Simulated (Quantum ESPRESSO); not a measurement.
# Simulated XPS, UPS and emission spectra of KF, part 12 of 13

What would valence photoemission of KF look like, and what sets its shape?

Quantum ESPRESSO 7.5; DFT, PBE, plane waves, ultrasoft GBRV pseudopotentials, scalar-relativistic (the session's first sound run).

So far. Step 6 (With LDA: self-consistent run): At this level the gap is 5.79 eV on the k-mesh of the self-consistent run, which can miss the band edges. Step 9 (With LDA: bands): At this level the gap is 5.79 eV on the path.

### 13. Other settings: self-consistent run: diagonalization = "paro"

This step: DFT, PBE, plane waves, ultrasoft GBRV pseudopotentials, scalar-relativistic; changed: diagonalization = "paro" (Quantum ESPRESSO 7.5).

Some settings are changed to see whether the read-outs move.

scf.in reads:

```
&control
  calculation = 'scf'
  prefix = 'pes'
  outdir = './tmp'
  pseudo_dir = './pp'
  tprnfor = .true.
  tstress = .true.
/
&system
  ibrav = 0
  nat = 2
  ntyp = 2
  ecutwfc = 40.0
  ecutrho = 200.0
  occupations = 'smearing'
  nbnd = 16
  smearing = 'fd'
  degauss = 0.00147
/
&electrons
  conv_thr = 1.2e-08
  mixing_beta = 0.5
  electron_maxstep = 120
  diagonalization = 'paro'
/
ATOMIC_SPECIES
K 39.0983 k_pbe_v1.4.uspp.F.UPF
F 18.9984 f_pbe_v1.4.uspp.F.UPF
CELL_PARAMETERS angstrom
 0.000000000 2.671850000 2.671850000
 2.671850000 0.000000000 2.671850000
 2.671850000 2.671850000 0.000000000
ATOMIC_POSITIONS crystal
K 0.000000000 0.000000000 0.000000000
F 0.500000000 0.500000000 0.500000000
K_POINTS automatic
10 10 10 0 0 0
```

The run is started by

```
OMP_NUM_THREADS=1 mpirun -n 4 pw.x -nk 4 -in scf.in > scf.out
```

What it wrote:

```text
[banner, memory and clock lines left out]
Program PWSCF v.7.5 starts

          URL

     Message from routine setup:
     using ibrav=0 with symmetry is DISCOURAGED, use correct ibrav instead

     G-vector sticks info

     bravais-lattice index     =            0
     lattice parameter (alat)  =       7.1405  a.u.
     unit-cell volume          =     257.4322 (a.u.)^3
     number of atoms/cell      =            2
     number of atomic types    =            2
     number of electrons       =        16.00
     number of Kohn-Sham states=           16
     kinetic-energy cutoff     =      40.0000  Ry
     charge density cutoff     =     200.0000  Ry
     scf convergence threshold =      1.2E-08
     mixing beta               =       0.5000
     number of iterations used =            8  plain     mixing
     Exchange-correlation=  SLA  PW   PBX  PBC
                           (   1   4   3   4   0   0   0)

     celldm(1)=   7.140456  celldm(2)=   0.000000  celldm(3)=   0.000000
     celldm(4)=   0.000000  celldm(5)=   0.000000  celldm(6)=   0.000000

     crystal axes: (cart. coord. in units of alat)
               a(1) = (   0.000000   0.707107   0.707107 )
               a(2) = (   0.707107   0.000000   0.707107 )
               a(3) = (   0.707107   0.707107   0.000000 )

     reciprocal axes: (cart. coord. in units 2 pi/alat)
               b(1) = ( -0.707107  0.707107  0.707107 )
               b(2) = (  0.707107 -0.707107  0.707107 )
               b(3) = (  0.707107  0.707107 -0.707107 )

     PseudoPot. # 1 for K  read from file:
     ./pp/k_pbe_v1.4.uspp.F.UPF
     Pseudo is Ultrasoft + core correction, Zval =  9.0
     Generated by new atomic code, or converted to UPF format
     Using radial grid of  841 points,  6 beta functions with:
                l(1) =   0
                l(2) =   0
                l(3) =   1
                l(4) =   1
                l(5) =   2
                l(6) =   2
     Q(r) pseudized with  6 coefficients,  rinner =    1.500   1.500   1.500
                                                       1.500   1.500

     PseudoPot. # 2 for F  read from file:
     ./pp/f_pbe_v1.4.uspp.F.UPF
     Pseudo is Ultrasoft, Zval =  7.0
     Generated by new atomic code, or converted to UPF format
     Using radial grid of  799 points,  4 beta functions with:
                l(1) =   0
                l(2) =   0
                l(3) =   1
                l(4) =   1
     Q(r) pseudized with  8 coefficients,  rinner =    0.950   0.950   0.950

     atomic species   valence    mass     pseudopotential
     K                 9.00    39.09830     K ( 1.00)
     F                 7.00    18.99840     F ( 1.00)

     48 Sym. Ops., with inversion, found

   Cartesian axes

     site n.     atom                  positions (alat units)
         1        K      tau(   1) = (   0.0000000   0.0000000   0.0000000  )
         2        F      tau(   2) = (   0.7071068   0.7071068   0.7071068  )

     number of k points=    47  Fermi-Dirac smearing, width (Ry)=  0.0015
                       cart. coord. in units 2pi/alat
        k(    1) = (   0.0000000   0.0000000   0.0000000), wk =   0.0020000
        k(    2) = (   0.0707107   0.0707107  -0.0707107), wk =   0.0160000
        k(    3) = (   0.1414214   0.1414214  -0.1414214), wk =   0.0160000
        k(    4) = (   0.2121320   0.2121320  -0.2121320), wk =   0.0160000
        k(    5) = (   0.2828427   0.2828427  -0.2828427), wk =   0.0160000
        k(    6) = (  -0.3535534  -0.3535534   0.3535534), wk =   0.0080000
        k(    7) = (   0.1414214  -0.0000000   0.0000000), wk =   0.0120000
        k(    8) = (   0.2121320   0.0707107  -0.0707107), wk =   0.0480000
        k(    9) = (   0.2828427   0.1414214  -0.1414214), wk =   0.0480000
        k(   10) = (   0.3535534   0.2121320  -0.2121320), wk =   0.0480000
        k(   11) = (  -0.2828427  -0.4242641   0.4242641), wk =   0.0480000
        k(   12) = (  -0.2121320  -0.3535534   0.3535534), wk =   0.0480000
        k(   13) = (  -0.1414214  -0.2828427   0.2828427), wk =   0.0480000
        k(   14) = (  -0.0707107  -0.2121320   0.2121320), wk =   0.0480000
        k(   15) = (   0.0000000  -0.1414214   0.1414214), wk =   0.0240000
        k(   16) = (   0.2828427  -0.0000000   0.0000000), wk =   0.0120000
[...]
k(   40) = (   0.0000000  -0.2828427   0.4242641), wk =   0.0480000
        k(   41) = (  -0.1414214  -0.5656854   0.7071068), wk =   0.0480000
        k(   42) = (  -0.0707107  -0.4949747   0.6363961), wk =   0.0960000
        k(   43) = (  -0.0000000  -0.4242641   0.5656854), wk =   0.0480000
        k(   44) = (  -0.7071068   0.1414214   0.0000000), wk =   0.0240000
        k(   45) = (  -0.1414214  -0.4242641   0.7071068), wk =   0.0480000
        k(   46) = (  -0.0707107  -0.3535534   0.6363961), wk =   0.0480000
        k(   47) = (  -0.7071068   0.2828427   0.0000000), wk =   0.0240000

     Dense  grid:    12339 G-vectors     FFT dimensions: (  36,  36,  36)

     Smooth grid:     8801 G-vectors     FFT dimensions: (  30,  30,  30)

     Initial potential from superposition of free atoms

     starting charge      15.4966, renormalised to      16.0000
     Starting wfcs are   12 randomized atomic wfcs +    4 random wfcs

     per-process dynamical memory:    19.1 Mb

     Self-consistent Calculation

     iteration #  1     ecut=    40.00 Ry     beta= 0.50
     ParO style diagonalization
     ethr =  1.00E-02,  avg # of iterations = 10.6

     Threshold (ethr) on eigenvalues was too large:
     Diagonalizing with lowered threshold

     ParO style diagonalization
     ethr =  7.84E-04,  avg # of iterations =  3.1

     total energy              =    -105.81896168 Ry
     estimated scf accuracy    <       0.12577380 Ry

     iteration #  2     ecut=    40.00 Ry     beta= 0.50
     ParO style diagonalization
     ethr =  7.86E-04,  avg # of iterations =  5.9

     total energy              =    -105.84138650 Ry
     estimated scf accuracy    <       0.02698742 Ry

     iteration #  3     ecut=    40.00 Ry     beta= 0.50
     ParO style diagonalization
     ethr =  1.69E-04,  avg # of iterations =  4.3

     total energy              =    -105.84567470 Ry
     estimated scf accuracy    <       0.00322492 Ry

     iteration #  4     ecut=    40.00 Ry     beta= 0.50
     ParO style diagonalization
     ethr =  2.02E-05,  avg # of iterations =  4.9

     total energy              =    -105.84610773 Ry
     estimated scf accuracy    <       0.00028644 Ry

     iteration #  5     ecut=    40.00 Ry     beta= 0.50
     ParO style diagonalization
     ethr =  1.79E-06,  avg # of iterations =  5.4

     total energy              =    -105.84613238 Ry
     estimated scf accuracy    <       0.00000224 Ry

     iteration #  6     ecut=    40.00 Ry     beta= 0.50
     ParO style diagonalization
     ethr =  1.40E-08,  avg # of iterations =  6.1

     total energy              =    -105.84613285 Ry
     estimated scf accuracy    <       0.00000027 Ry

     iteration #  7     ecut=    40.00 Ry     beta= 0.50
     ParO style diagonalization
     ethr =  1.67E-09,  avg # of iterations =  5.8

     End of self-consistent calculation

          k = 0.0000 0.0000 0.0000 (  1067 PWs)   bands (ev):

   -24.6257 -17.1426  -7.8665  -7.8665  -7.8665   1.5109   1.5109   1.5109
     7.6849  12.2017  12.2017  12.2017  13.8386  13.8386  18.3842  25.8062

          k = 0.0707 0.0707-0.0707 (  1097 PWs)   bands (ev):

   -24.6168 -17.1508  -7.8946  -7.8712  -7.8712   1.4184   1.4764   1.4764
     7.9664  12.0319  12.3355  12.3355  13.9271  13.9271  18.8594  24.5129

          k = 0.1414 0.1414-0.1414 (  1098 PWs)   bands (ev):

   -24.5933 -17.1725  -7.9641  -7.8806  -7.8806   1.1984   1.3875   1.3875
     8.7172  11.7224  12.6945  12.6945  14.1979  14.1979  19.7971  22.8006

          k = 0.2121 0.2121-0.2121 (  1089 PWs)   bands (ev):

   -24.5641 -17.1995  -8.0487  -7.8917  -7.8917   0.9590   1.2804   1.2804
     9.6846  11.5738  13.1347  13.1347  14.6751  14.6751  19.4862  22.0144

          k = 0.2828 0.2828-0.2828 (  1101 PWs)   bands (ev):

   -24.5402 -17.2216  -8.1177  -7.9009  -7.9009   0.7839   1.1957   1.1957
    10.4046  11.8119  13.4573  13.4573  15.3173  15.3173  18.1614  20.5417

          k =-0.3536-0.3536 0.3536 (  1104 PWs)   bands (ev):

   -24.5311 -17.2302  -8.1429  -7.9048  -7.9048   0.7207   1.1637   1.1637
    10.5929  12.1136  13.5675  13.5675  15.6924  15.6924  17.5124  19.8838

          k = 0.1414-0.0000 0.0000 (  1098 PWs)   bands (ev):

   -24.6139 -17.1527  -7.8878  -7.8878  -7.8777   1.3415   1.4984   1.4984
     8.0478  11.8312  12.4586  12.4586  13.9364  13.9566  19.0159  24.4511

          k = 0.2121 0.0707-0.0707 (  1108 PWs)   bands (ev):

   -24.5956 -17.1675  -7.9443  -7.9080  -7.8852   1.1769   1.4363   1.4555
     8.6166  11.5134  12.7567  12.8084  14.1245  14.1338  19.8382  22.8788

          k = 0.2828 0.1414-0.1414 (  1094 PWs)   bands (ev):

[...]
k = 0.3536 0.2121-0.2121 (  1105 PWs)   bands (ev):

[...]
k =-0.2828-0.4243 0.4243 (  1105 PWs)   bands (ev):

[...]
k =-0.2121-0.3536 0.3536 (  1103 PWs)   bands (ev):

[...]
k =-0.1414-0.2828 0.2828 (  1101 PWs)   bands (ev):

[...]
k =-0.0707-0.2121 0.2121 (  1094 PWs)   bands (ev):

[...]
k = 0.0000-0.1414 0.1414 (  1109 PWs)   bands (ev):

[...]
k = 0.2828-0.0000 0.0000 (  1102 PWs)   bands (ev):

[...]
k = 0.3536 0.0707-0.0707 (  1089 PWs)   bands (ev):

[...]
k = 0.4243 0.1414-0.1414 (  1097 PWs)   bands (ev):

[...]
k =-0.2121-0.4950 0.4950 (  1103 PWs)   bands (ev):

[...]
k =-0.1414-0.4243 0.4243 (  1107 PWs)   bands (ev):

[...]
k =-0.0707-0.3536 0.3536 (  1109 PWs)   bands (ev):

[...]
k = 0.0000-0.2828 0.2828 (  1093 PWs)   bands (ev):

[...]
k = 0.4243 0.0000-0.0000 (  1094 PWs)   bands (ev):

[...]
k = 0.4950 0.0707-0.0707 (  1100 PWs)   bands (ev):

[...]
k =-0.1414-0.5657 0.5657 (  1102 PWs)   bands (ev):

[...]
k =-0.0707-0.4950 0.4950 (  1106 PWs)   bands (ev):

[...]
k =-0.0000-0.4243 0.4243 (  1113 PWs)   bands (ev):

[...]
k = 0.5657-0.0000 0.0000 (  1094 PWs)   bands (ev):

[...]
k =-0.0707-0.6364 0.6364 (  1106 PWs)   bands (ev):

[...]
k = 0.0000-0.5657 0.5657 (  1105 PWs)   bands (ev):

[...]
k =-0.7071 0.0000 0.0000 (  1106 PWs)   bands (ev):

[...]
k = 0.2828 0.1414 0.0000 (  1098 PWs)   bands (ev):

[...]
k = 0.3536 0.2121-0.0707 (  1093 PWs)   bands (ev):

[...]
k =-0.2828-0.4243 0.5657 (  1100 PWs)   bands (ev):

[...]
k =-0.2121-0.3536 0.4950 (  1108 PWs)   bands (ev):

[...]
k = 0.4243 0.1414-0.0000 (  1086 PWs)   bands (ev):

[...]
k =-0.2121-0.4950 0.6364 (  1093 PWs)   bands (ev):

[...]
k =-0.1414-0.4243 0.5657 (  1101 PWs)   bands (ev):

[...]
k =-0.0707-0.3536 0.4950 (  1102 PWs)   bands (ev):

[...]
k = 0.0000-0.2828 0.4243 (  1103 PWs)   bands (ev):

[...]
k =-0.1414-0.5657 0.7071 (  1094 PWs)   bands (ev):

[...]
k =-0.0707-0.4950 0.6364 (  1106 PWs)   bands (ev):

[...]
k =-0.0000-0.4243 0.5657 (  1104 PWs)   bands (ev):

[...]
k =-0.7071 0.1414 0.0000 (  1102 PWs)   bands (ev):

   -24.5095 -17.1685  -8.3935  -8.1117  -8.0366   1.3056   1.3325   1.4286
    10.0102  12.1016  12.7929  15.0392  15.6236  16.1068  16.8715  18.6960

          k =-0.1414-0.4243 0.7071 (  1099 PWs)   bands (ev):

   -24.5142 -17.1897  -8.2378  -8.1756  -7.9576   1.0832   1.2620   1.3755
    10.8659  11.4322  12.8737  14.9210  15.0581  16.3118  17.1498  18.5128

          k =-0.0707-0.3536 0.6364 (  1104 PWs)   bands (ev):

   -24.5099 -17.1888  -8.2403  -8.2222  -7.9543   1.0820   1.3204   1.3303
    11.1907  11.3149  12.8021  14.8847  15.3261  16.3548  17.2481  18.0762

          k =-0.7071 0.2828 0.0000 (  1104 PWs)   bands (ev):

   -24.5079 -17.1821  -8.3078  -8.1999  -7.9678   1.1396   1.3277   1.3735
    10.7628  11.7816  12.6114  14.9164  15.6282  16.4440  17.0315  17.9688

     the Fermi energy is     6.9443 ev

!    total energy              =    -105.84613290 Ry
     estimated scf accuracy    <          1.7E-09 Ry
     smearing contrib. (-TS)   =       0.00000000 Ry
     internal energy E=F+TS    =    -105.84613290 Ry

     The total energy is F=E-TS. E is the sum of the following terms:
     one-electron contribution =     -43.86245010 Ry
     hartree contribution      =      29.19996348 Ry
     xc contribution           =     -18.56243322 Ry
     ewald contribution        =     -72.62121306 Ry

     convergence has been achieved in   7 iterations

     Forces acting on atoms (cartesian axes, Ry/au):

     atom    1 type  1   force =    -0.00000000    0.00000000    0.00000000
     atom    2 type  2   force =    -0.00000000    0.00000000    0.00000000

     Total force =     0.000000     Total SCF correction =     0.000000

     Computing stress (Cartesian axis) and pressure

          total   stress  (Ry/bohr**3)                   (kbar)     P=        1.27
   0.00000861  -0.00000000   0.00000000            1.27       -0.00        0.00
   0.00000000   0.00000861   0.00000000            0.00        1.27        0.00
  -0.00000000   0.00000000   0.00000861           -0.00        0.00        1.27

     XML data file, charge density, pseudopotentials, collected wavefunctions

                                        0.00s GPU  (    1621 calls)
```

It took 5.8 s on 4 MPI ranks of Intel Xeon Platinum 8559C (Emerald Rapids), shared host; 22 s of CPU time.

Numbers from this step:

* free energy: -1440.1100 eV
* Fermi energy: 6.944 eV
* pressure: 0.127 GPa
* gap on the k-mesh: 6.174 eV

Against step 2 (now other solver), the free energy stays within 0.05 meV an atom, the gap on the k-mesh stays at 6.17 eV and the pressure goes from 0.123 GPa to 0.127 GPa. The two runs end at the same energy.

(Continued in part 13 of 13.)

[Logs are printed without paths, hosts, clocks, repeated set-up lines and the standing remarks that a program may print on its own settings, such as how far it seeks lower states.]

[Hosts, paths, dates, database ids (printed as entryN), source tags and the programs' standing remarks are cut or masked in the printed files.]

[Maps of the electrostatic potential energy from Ansatz leave out the sawtooth potential of an applied field or a dipole correction, so their vacuum need not be flat; work functions include it.]

[Peak lists hold at most the 14 tallest peaks of each spectrum; further lines can be left out.]
